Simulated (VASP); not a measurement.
# Si₅₃S: relaxation of the atoms

Si₅₃S, defect, 54 atoms in the cell. PBE; PAW potentials S, Si (PBE set).

## Input

INCAR:
```
GGA = PE
PREC = Normal
ENCUT = 300
EDIFF = 1E-6
ISMEAR = 0
SIGMA = 0.02
LREAL = Auto
LASPH = True
ALGO = Normal
NELM = 100
IBRION = 2
NSW = 80
EDIFFG = -0.02
ISIF = 2
NCORE = 2
LWAVE = False
LCHARG = False
ISPIN = 2
MAGMOM = 0.2 0 0 0 0 0 0 0 0 0 0 0 0 0 0 0 0 0 0 0 0 0 0 0 0 0 0 0.2 0 0.2 0 0 0 0.2 0 0 0 0 0 0 0 0 0 0 0 0.2 0 0 0 0 0 0 0 0
LORBIT = 11
NUPDOWN = 1
NELECT = 217.0
```

KPOINTS:
```
k-points
0
Gamma
  1 1 1
```

POSCAR:
```
Si53S
1.0
    0.0000000000      8.1655535595      8.1655535595
    8.1655535595      0.0000000000      8.1655535595
    8.1655535595      8.1655535595      0.0000000000
S Si
1 53
Direct
    0.1652510000      0.1671700000      0.1632170000
    0.1666670000      0.1666670000      0.5000000000
    0.1666670000      0.1666670000      0.8333330000
    0.1666670000      0.5000000000      0.1666670000
    0.1666670000      0.5000000000      0.5000000000
    0.1666670000      0.5000000000      0.8333330000
    0.1666670000      0.8333330000      0.1666670000
    0.1666670000      0.8333330000      0.5000000000
    0.1666670000      0.8333330000      0.8333330000
    0.5000000000      0.1666670000      0.1666670000
    0.5000000000      0.1666670000      0.5000000000
    0.5000000000      0.1666670000      0.8333330000
    0.5000000000      0.5000000000      0.1666670000
    0.5000000000      0.5000000000      0.5000000000
    0.5000000000      0.5000000000      0.8333330000
    0.5000000000      0.8333330000      0.1666670000
    0.5000000000      0.8333330000      0.5000000000
    0.5000000000      0.8333330000      0.8333330000
    0.8333330000      0.1666670000      0.1666670000
    0.8333330000      0.1666670000      0.5000000000
    0.8333330000      0.1666670000      0.8333330000
    0.8333330000      0.5000000000      0.1666670000
    0.8333330000      0.5000000000      0.5000000000
    0.8333330000      0.5000000000      0.8333330000
    0.8333330000      0.8333330000      0.1666670000
    0.8333330000      0.8333330000      0.5000000000
    0.8333330000      0.8333330000      0.8333330000
    0.2509230000      0.2452020000      0.2506240000
    0.2500000000      0.2500000000      0.5833330000
    0.2497620000      0.2486020000      0.9168800000
    0.2500000000      0.5833330000      0.2500000000
    0.2500000000      0.5833330000      0.5833330000
    0.2500000000      0.5833330000      0.9166670000
    0.2485990000      0.9161580000      0.2487500000
    0.2500000000      0.9166670000      0.5833330000
    0.2500000000      0.9166670000      0.9166670000
    0.5833330000      0.2500000000      0.2500000000
    0.5833330000      0.2500000000      0.5833330000
    0.5833330000      0.2500000000      0.9166670000
    0.5833330000      0.5833330000      0.2500000000
    0.5833330000      0.5833330000      0.5833330000
    0.5833330000      0.5833330000      0.9166670000
    0.5833330000      0.9166670000      0.2500000000
    0.5833330000      0.9166670000      0.5833330000
    0.5833330000      0.9166670000      0.9166670000
    0.9146940000      0.2524490000      0.2542620000
    0.9166670000      0.2500000000      0.5833330000
    0.9166670000      0.2500000000      0.9166670000
    0.9166670000      0.5833330000      0.2500000000
    0.9166670000      0.5833330000      0.5833330000
    0.9166670000      0.5833330000      0.9166670000
    0.9166670000      0.9166670000      0.2500000000
    0.9166670000      0.9166670000      0.5833330000
    0.9166670000      0.9166670000      0.9166670000
```

Commands:
```
cat potpaw_PBE.64/S/POTCAR potpaw_PBE.64/Si/POTCAR > POTCAR
mpirun -np 4 vasp_gam > vasp.out
```

## Result

- Ionic steps: 13
- SCF steps in all: 98

Ionic steps:

| Step | Energy (eV) | Largest force (eV/A) | SCF steps |
|---|---|---|---|
| 1 | -280.72295 | 1.3200 | 21 |
| 2 | -280.98123 | 0.4972 | 12 |
| 3 | -280.99588 | 0.3370 | 10 |
| 4 | -281.04306 | 0.1983 | 9 |
| 5 | -281.05137 | 0.1282 | 7 |
| 6 | -281.05157 | 0.1169 | 5 |
| 7 | -281.05902 | 0.0704 | 7 |
| 8 | -281.05915 | 0.0654 | 5 |
| 9 | -281.06066 | 0.0324 | 5 |
| 10 | -281.06067 | 0.0315 | 3 |
| 11 | -281.06118 | 0.0259 | 5 |
| 12 | -281.06128 | 0.0274 | 4 |
| 13 | -281.06166 | 0.0198 | 5 |

VASP 6.6.1 took 466 s on 4 cores (AMD EPYC 7R43 (Zen 3)), a shared host.
